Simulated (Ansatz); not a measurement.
LaAlO$_{3}$ (cubic perovskite)

```xyz
10
Lattice="7.5739 0.0000 0.0000 0.0000 3.7869 0.0000 0.0000 0.0000 3.7869" Properties=species:S:1:pos:R:3 pbc="T T T"
La     0.0000     0.0000     0.0000
La     3.7869     0.0000     0.0000
Al     1.8935     1.8935     1.8935
Al     5.6804     1.8935     1.8935
O      0.0000     1.8935     1.8935
O      3.7869     1.8935     1.8935
O      1.8935     1.8935     0.0000
O      5.6804     1.8935     0.0000
O      1.8935     0.0000     1.8935
O      5.6804     0.0000     1.8935
```

A phonon eigenvector at X = (0.5, 0.0, 0.0) is frozen into this cell: atom i moves by Q times the vector below, so Q is the largest atomic displacement, in Å. The cell is held. It is one choice among 2 degenerate patterns. (q is in reciprocal vectors of the primitive cell; the cell shown is doubled to hold the pattern.)

| atom | x | y | z |
|---|---|---|---|
| Al3 | 0.000 | 0.000 | -0.984 |
| Al4 | 0.000 | 0.000 | 0.984 |
| O7 | 0.000 | 0.000 | -0.143 |
| O8 | 0.000 | 0.000 | 0.143 |
| O9 | 0.000 | 0.000 | 1.000 |
| O10 | 0.000 | 0.000 | -1.000 |

Atoms not listed stay in place.

Calculation: r2SCAN (plane waves to 500 eV, PAW, scalar-relativistic; Ansatz, an electronic-structure program). k mesh 5×9×9 (Γ-centred), Fermi-Dirac smearing 0.05 eV. The energy includes the smearing's −TS. LaAlO3 is run without spin polarisation. LaAlO3 was relaxed with its symmetry unable to fall. This is a high-temperature form of LaAlO3. The zero of ΔE is the undisplaced structure.

```json
[
 {"Q (Å)": "-0.2800", "ΔE (meV/cell)": "2336"},
 {"Q (Å)": "-0.2333", "ΔE (meV/cell)": "1578"},
 {"Q (Å)": "-0.1867", "ΔE (meV/cell)": "withheld"},
 {"Q (Å)": "-0.1400", "ΔE (meV/cell)": "544"},
 {"Q (Å)": "-0.0933", "ΔE (meV/cell)": "238"},
 {"Q (Å)": "-0.0467", "ΔE (meV/cell)": "59"},
 {"Q (Å)": "0.0000", "ΔE (meV/cell)": "0"},
 {"Q (Å)": "0.0467", "ΔE (meV/cell)": "59"},
 {"Q (Å)": "0.0933", "ΔE (meV/cell)": "238"},
 {"Q (Å)": "0.1400", "ΔE (meV/cell)": "544"},
 {"Q (Å)": "0.1867", "ΔE (meV/cell)": "withheld"},
 {"Q (Å)": "0.2333", "ΔE (meV/cell)": "1578"},
 {"Q (Å)": "0.2800", "ΔE (meV/cell)": "2336"}
]
```

Problem. Fit an even polynomial form (powers 2, 4) to the given rows and predict ΔE at Q = 0.1867.

Solution. Least squares on the 11 given rows: ΔE = (27110)·Q² + (34320)·Q⁴, in meV/cell with Q in Å; root-mean-square residual 0.5 meV/cell. At 0.1867 the fit gives 987 meV/cell; the calculation gives 986 meV/cell, so the interpolation is off by 1 (+0.1 %). The quadratic term alone would give 945 meV/cell.

(For displaced atoms, the force is minus the slope of the energy, and its curvature is a force constant, which sets phonon frequencies.)
